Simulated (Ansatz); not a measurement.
System: AlP (zinc blende type), 2 atoms in the cell.

```
CELL_PARAMETERS angstrom
0.00000 2.75500 2.75500
2.75500 0.00000 2.75500
2.75500 2.75500 0.00000
ATOMIC_POSITIONS crystal
Al 0.00000 0.00000 0.00000
P 0.25000 0.25000 0.25000
```

The calculation used PBE, plane waves, PAW datasets (generated hard set) (Ansatz 0.2.0 development build).

Cutoff 700 eV; k-mesh 6×6×6 Γ-centred; Fermi–Dirac smearing of 0.02 eV; no spin polarisation.

Q: How large is the gap on this mesh, is it direct, and where do the band edges lie (fractions of the reciprocal vectors of this cell)?

A: 1.63 eV, indirect from (0.000, 0.000, 0.000) to (0.000, -0.500, -0.500); the smallest direct gap is 3.07 eV.

Q: List the levels near the gap at (0.000, 0.000, 0.000), (0.000, 0.167, 0.167), (0.000, 0.167, -0.167), (0.000, 0.333, -0.500), (0.000, 0.333, -0.333), (0.000, -0.500, -0.500), in eV from the top of the valence band (v1 is the highest filled band, c1 the lowest empty one).

A: 
| k | v4 | v3 | v2 | v1 | c1 | c2 | c3 |
| --- | --- | --- | --- | --- | --- | --- | --- |
| (0.000, 0.000, 0.000) | -11.35 | 0.00 | 0.00 | 0.00 | 3.07 | 4.52 | 4.52 |
| (0.000, 0.167, 0.167) | -10.96 | -1.70 | -0.72 | -0.72 | 3.57 | 4.52 | 5.78 |
| (0.000, 0.167, -0.167) | -10.60 | -3.01 | -1.58 | -0.30 | 4.22 | 4.98 | 5.25 |
| (0.000, 0.333, -0.500) | -9.31 | -4.84 | -2.68 | -1.80 | 2.30 | 3.88 | 8.26 |
| (0.000, 0.333, -0.333) | -9.26 | -4.82 | -3.42 | -1.43 | 2.84 | 6.31 | 7.48 |
| (0.000, -0.500, -0.500) | -9.10 | -5.22 | -2.05 | -2.05 | 1.63 | 2.47 | 10.83 |

A gap read on the mesh is an upper bound of this method's gap, since the mesh can miss a band edge. Semilocal functionals give gaps that mostly lie well below measured ones.
